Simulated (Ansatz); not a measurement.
GaN:

```
Ga N
1.0
     0.00000    2.13524    2.13524
     2.13524    0.00000    2.13524
     2.13524    2.13524    0.00000
Ga N
1 1
Direct
  0.00000 0.00000 0.00000
  0.50000 0.50000 0.50000
```

Measurements of this composition are mostly on another form, of space group No. 186.

Program: Ansatz 0.2.0. Alike in all runs: task band structure; potentials or basis Ansatz PAW; cell as given; cutoff (eV) 420; smearing fermi-dirac 0.05 eV.

**Question.** Order these runs on this cell by their pressure, lowest first.
A. level PBEsol; spin SOC, no magnetisation; k mesh 8 × 8 × 8
B. level BLYP; spin off; k mesh 11 × 11 × 11
C. level LDA; spin SOC, no magnetisation; k mesh 8 × 8 × 8
D. level RPBE; spin off; k mesh 11 × 11 × 11

**Answer.** C (-13.6 GPa), A (-7.7 GPa), D (4.2 GPa), B (7.7 GPa).

Caveats: the PAW data sets come from PBE, with cores solved anew for the run's functional, which leaves a small shift of forces and pressure.

Runs at the PBE level aren't shown here.
